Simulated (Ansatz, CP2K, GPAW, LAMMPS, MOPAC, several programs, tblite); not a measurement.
## What each method gives for NaI (NiAs type)

NaI (NiAs type), relaxed with r2SCAN in Ansatz, was computed with several methods. Space group P6_3/mmc (No. 194), hexagonal; conventional cell a = 4.505 Å, c = 7.676 Å, 33.72 Å³ an atom. Around Na lie 6 I at 3.23 Å; around I lie 6 Na at 3.23 Å. Spin-unpolarised throughout. Whether this structure exists isn't addressed.

```cif
data_structure
_symmetry_space_group_name_H-M 'P6_3/mmc'
_symmetry_Int_Tables_number 194
_cell_length_a 4.5046
_cell_length_b 4.5046
_cell_length_c 7.6757
_cell_angle_alpha 90.000
_cell_angle_beta 90.000
_cell_angle_gamma 120.000
_cell_volume 134.89
loop_
_atom_site_label
_atom_site_type_symbol
_atom_site_symmetry_multiplicity
_atom_site_Wyckoff_symbol
_atom_site_fract_x
_atom_site_fract_y
_atom_site_fract_z
_atom_site_occupancy
Na1 Na 2 a 0.00000 0.00000 0.00000 1
I1 I 2 c 0.33333 0.66667 0.25000 1
```

Gaps and times are for a single point on this cell; volume and bulk modulus come from each method's own relaxation or energy curve at fixed shape, which is too stiff where a cell has free coordinates or axes. Times are rough, from shared hosts (Arm Neoverse V1), and each method has its own mesh and cell size. A double dagger marks a value from a curve with shape and coordinates held. PM6 (MOPAC), PM7 (MOPAC), GFN1-xTB (tblite), GFN2-xTB (tblite) treat a cluster of cells at its zone centre, which samples few k points: where these miss a band edge, the gap comes out too large for that reason alone. Gaps from k meshes are read at a limited set of points (mesh, symmetry points, PBE's band edges), so each method's own least gap may be somewhat smaller. Force fields have no electrons; where one was fitted to this phase, its volume and modulus reflect the fit. xTB and the PM methods were fitted mostly to molecules, and can miss a solid's gap by electronvolts. Minimal bases can be far off for gaps. GLLB-SC's gap includes the derivative discontinuity. d marks a direct gap, i an indirect one (no mark: not told apart), a dash a value that wasn't computed or didn't pass its checks.

```tsv
method	kind	gap (eV)	own volume (Å³/atom)	bulk modulus (GPa)	atoms computed	processor time
ffield.eim (LAMMPS)	force field	–	–	–	4	0.13 s
light PBE (260 eV, its own mesh)	light plane-wave	3.54 d	–	–	4	1.6 s
GFN1-xTB (tblite)	tight binding	1.94	34.12‡	22‡	72	3.6 s
PM7 (MOPAC)	semi-empirical	13.29	–	–	72	4.5 s
GFN2-xTB (tblite)	tight binding	8.59	–	–	72	5.1 s
PM6 (MOPAC)	semi-empirical	6.97	–	–	72	5.4 s
PBE	semilocal	3.57 d	34.81	15‡	4	8 s
PBE/SZV (CP2K)	small basis	3.39 d	–	–	4	10 s
r2SCAN	semilocal	4.35 d	33.72	17‡	4	15 s
PBE/DZVP (CP2K)	small basis	3.51 d	–	–	4	19 s
PBE/single zeta (GPAW)	small basis	3.51 d	–	–	4	61 s
GLLB-SC (GPAW)	model potential	6.57	–	–	4	84 s
```

Against r2SCAN (4.35 eV) the nearest gap at the points sampled is that of PBE (-0.79 eV) and the farthest that of PM7 (MOPAC) (+8.94 eV). r2SCAN is only a yardstick of convenience: semilocal gaps usually lie below measured ones, which GLLB-SC and hybrids aim to mend.

Volumes against r2SCAN's: PBE +3.2 %.

No spin-orbit coupling is included; it can move band edges with weight on the heavy atoms by tenths of an eV.
